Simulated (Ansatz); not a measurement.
**Relaxing Mg**

The calculation used Ansatz, DFT PBE, scalar-relativistic, plane waves, PAW.

The start is a random cell of Mg without symmetry, drawn with lower limits on the distances.

Input of the last, converged step (default PAW datasets):

```yaml
crystal:
  lattice:
    - [0.0, 2.2625763749, 2.3215298769]
    - [2.1896125198, 0.0, 2.3215298769]
    - [2.1896125198, 2.2625763749, 0.0]
  atoms:
    - { symbol: Mg, position: [0.0, 0.0, 0.0] }
basis:
  ecutwfc: 420
kpoints:
  mp_grid: { grid: [22, 22, 22] }
hamiltonian:
  xc: pbe
scf:
  occupations: { method: gaussian, width: 0.1 }
output:
  forces: true
  stress: true
  eigenvalues: true
relax:
  adjacent_minimum: "off"
  f_tol: 0.01
  max_steps: 80
  cell: { stress_tol: 0.05 }
```

It can be run as:

```bash
ansatz run input.yaml --threads 4 --pin off --backend cpu --events-out ev --progress --plain --runs-dir out  # memory cap (--max-ram) not shown
```

The program printed at the end:

```
SCF converged after 3 iterations
Free energy (F): -1923.790640 eV
Harris-Foulkes:  -1923.790640 eV  (|F-HF|=6.37e-12)
Internal energy: -1923.788478 eV  (E = F + TS)
E sigma→0 (E₀):  -1923.789559 eV
Entropy (-TS):   -0.002162 eV (-2.162 meV/atom)
Fermi energy:    5.560392 eV
--- Per-component energies (eV) ---
  E_band       = -358.053405
  E_kinetic    = 74.790464
  E_local      = -1623.229626  (includes V_loc(G=0)·N_el)
  E_nonlocal   = 95.736115
  E_hartree    = 579.807310
  E_xc         = -28.381588
  E_vxc        = -36.611943  (∫ρ·V_xc dr)
  E_paw        = -292.561639  (= ΣΔE_a)
  E_vpaw       = -28.353030  (= ΣTr[D̂ρ^β])
  E_aug_tail   = -0.000004  (compensation charges beyond the density's cutoff)
  E_ewald      = -729.949510
  E_smearing   = -0.002162  (= −TS)
  E_closure    = 0.000000  (closes the sum)
  Σ components = -1923.790640   (vs F -1923.790640, Δ=0.00e0)
--- Forces (eV/Å), atoms counted from 1 ---
  atom   1  Mg     0.00000000     0.00000000     0.00000000
  max |Σ_I F_I| component: 0.00e0 eV/Å
--- Stress (GPa, compression-positive) ---
        0.015188       0.000000       0.000000
        0.000000      -0.008499       0.000000
        0.000000       0.000000      -0.002111
  P = ⅓ Tr σ = 0.0015 GPa (0.015 kbar)
--- Relaxed structure (5 steps of the walk, 5 accepted, 1 SCFs on fresh bases) ---
  F+E_penalty+E_count = -1923.79064015 eV   max|allowed force component| = 0.000e0 eV/Å   (the final SCF, on the basis selected at the relaxed cell)
  cell:  # Å, volume = 23.1204 Å³
    - [0.0, 2.279483, 2.278904]
    - [2.225377, 0.0, 2.278904]
    - [2.225377, 2.279483, 0.0]
  atoms:
    - { symbol: Mg, position: [0.0, 0.0, 0.0] }
```

Absolute energies hang on the potentials; compare differences alone.

The result has space group I4/mmm (No. 139). Mg is coordinated by 12 Mg at 3.19–3.22 Å.

It lies 0.01 eV/atom above the element's standard state at the same level.

For metals, differences of a few meV/atom aren't resolved.

A structure relaxed within its symmetry needn't be a true minimum.